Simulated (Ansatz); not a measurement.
BaF2:
```
BaF2
1.0
    0.00000     3.12314     3.12314
    3.12314     0.00000     3.12314
    3.12314     3.12314     0.00000
Ba F
1 2
Cartesian
  0.00000   0.00000   0.00000
  1.56157   1.56157   1.56157
  4.68471   4.68471   4.68471
```

Relaxed with PBE. Special points in fractions of this cell's reciprocal vectors: Γ (0.000, 0.000, 0.000); X (0.500, 0.000, 0.500); U (0.625, 0.250, 0.625); K (0.375, 0.375, 0.750); L (0.500, 0.500, 0.500); W (0.500, 0.250, 0.750).

Q: List the band energies nearest the valence-band maximum at these points for DFT-PBE with spin–orbit coupling in the program Ansatz with PAW potentials.

A: In eV from the valence-band maximum; about four levels below and three above (degenerate sets whole), none deeper than 8.9 eV; points with the same levels are listed once.

```
k                    below                          above
-  -----------------------  -----------------------------
Γ  -0.06 -0.06 -0.06 -0.06  6.72 6.72 9.17 9.17 9.17 9.17
X  -0.28 -0.28 -0.15 -0.15            7.26 7.26 8.95 8.95
U  -0.21 -0.21 -0.16 -0.16            7.51 7.51 9.30 9.30
L  -0.24 -0.24 -0.12 -0.12            9.01 9.01 9.15 9.15
W  -0.28 -0.28 -0.20 -0.20            7.52 7.52 9.68 9.68
```

Space group Fm-3m (fluorite). The cell was relaxed with PBE under the symmetry of its start.

Potentials: the later of the program's two PAW sets.
